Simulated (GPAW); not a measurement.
Wanted: an ASE script for a GPAW 26.7.0 run.

```
Task                : magnons
Functional          : LDA
Potentials or basis : the program's PAW data sets (release 1.2.1) made for this functional
Cutoff              : 550 eV
Basis               : pw
k mesh              : 8 × 8 × 8
Occupations         : fermi-dirac, width 0.05 eV
Spin                : collinear spin, ferromagnetic start
Starting moments    : [4.0, 0.0] μB
Lines               : 2
Response ecut       : 150 eV
Maxiter             : 150
Response k mesh     : 8 × 8 × 8
Response bands      : 25
Sites               : [0]
Site radius         : 1.049
```

The system is FeO.

```
CELL_PARAMETERS angstrom
2.92213 0.00000 0.00000
-1.46107 2.53064 0.00000
0.00000 0.00000 2.85185
ATOMIC_POSITIONS crystal
Fe 0.00000 0.00000 0.00000
O 0.66667 0.33333 0.50000
```

The cell comes from a database or a generator and needn't be the stable form of this composition.

One way to write it, as run:

run.py

```python
import numpy as np
from ase import Atoms
from ase.dft.bandgap import bandgap
from ase.io import write
from gpaw import GPAW, PW
from gpaw.response import ResponseContext, ResponseGroundStateAdapter
from gpaw.response.chiks import ChiKSCalculator
from gpaw.response.heisenberg import calculate_fm_magnon_energies
from gpaw.response.localft import LocalFTCalculator
from gpaw.response.mft import IsotropicExchangeCalculator
from gpaw.response.site_kernels import SphericalSiteKernels

atoms = Atoms(['Fe', 'O'],
              cell=[[2.9221306104, 0.0, 0.0],
                    [-1.4610653051, 2.5306393418, 0.0],
                    [0.0, 0.0, 2.8518546951]],
              scaled_positions=[[0.0, 0.0, 0.0],
                                [0.6666666667, 0.3333333333, 0.5]],
              pbc=True)
atoms.set_initial_magnetic_moments([4.0, 0.0])

calc = GPAW(mode=PW(550),
            xc='LDA',
            kpts={'size': (8, 8, 8), 'gamma': True},
            occupations={'name': 'fermi-dirac', 'width': 0.05},
            nbands=17,
            convergence={'density': 0.0001},
            maxiter=150,
            txt='gpaw.txt')
atoms.calc = calc
energy = atoms.get_potential_energy()
calc.write('gs.gpw')
write('result.traj', atoms)
print(f'Energy: {energy:.6f} eV')
print('Moments:', calc.get_magnetic_moments().round(3))
print('Fermi level:', round(calc.get_fermi_level(), 4), 'eV')
print(f'Gap: {bandgap(calc)[0]:.4f} eV, direct: {bandgap(calc, direct=True)[0]:.4f} eV')

dense = calc.fixed_density(kpts={'size': (8, 8, 8), 'gamma': True},
                           nbands=31, convergence={'bands': 25, 'eigenstates': 1e-12},
                           update_fermi_level=True, maxiter=300, txt='dense.txt')
dense.write('dense.gpw', mode='all')

sites = [0]
moments = calc.get_magnetic_moments()[sites]
q_qc = np.array([[0.0, 0.0, 0.0], [0.125, 0.0, 0.0], [0.25, 0.0, 0.0], [0.5, 0.0, 0.0], [0.125, 0.125, 0.0], [0.25, 0.25, 0.0], [0.5, 0.5, 0.0]])
gs = ResponseGroundStateAdapter.from_gpw_file('dense.gpw')
context = ResponseContext(txt='mft.txt')
chiks = ChiKSCalculator(gs, context, ecut=150, nbands=25, gammacentered=True)
exchange = IsotropicExchangeCalculator(chiks, LocalFTCalculator.from_rshe_parameters(gs, context))
kernels = SphericalSiteKernels(atoms.positions[sites], [[1.049] * len(sites)])
J_qab = np.array([exchange(q_c, kernels)[..., 0] for q_c in q_qc])
E_qn = calculate_fm_magnon_energies(J_qab, q_qc, moments)
np.savetxt('exchange.dat', np.c_[q_qc, 1000 * J_qab.real.reshape((len(q_qc), -1))], fmt='%.4f')
np.savetxt('magnons.dat', np.c_[q_qc, 1000 * E_qn.real], fmt='%.4f')
for q_c, E_n in zip(q_qc, E_qn):
    print(q_c.round(4), 'magnon energies (meV):', (1000 * E_n.real).round(2))
```

Potentials or basis: the program's PAW data sets (release 1.2.1) made for this functional, pw.

Command:

```bash
$ OMP_NUM_THREADS=1 python run.py
```

Results of the run:

```yaml
Band_gap_on_the_k_mesh: none (metal or under the smearing width)
Net_moment: 4.00 μB per cell
Site_moments: Fe +3.49; O +0.28 μB
```

Caveat: the number of bands moves the energies at small q by some ten meV; the exchange constants hang on this mesh and on the site radius; magnon energies are noisy on this mesh; a cell with one magnetic atom can't hold antiferromagnetic order, which such compounds often take; semilocal functionals often make such compounds metallic where correlation or magnetic order opens a gap, which also shifts bond lengths.

It took 2.5 min on 1 thread of Arm Neoverse V1 (shared host), peak memory 0.32 GiB.
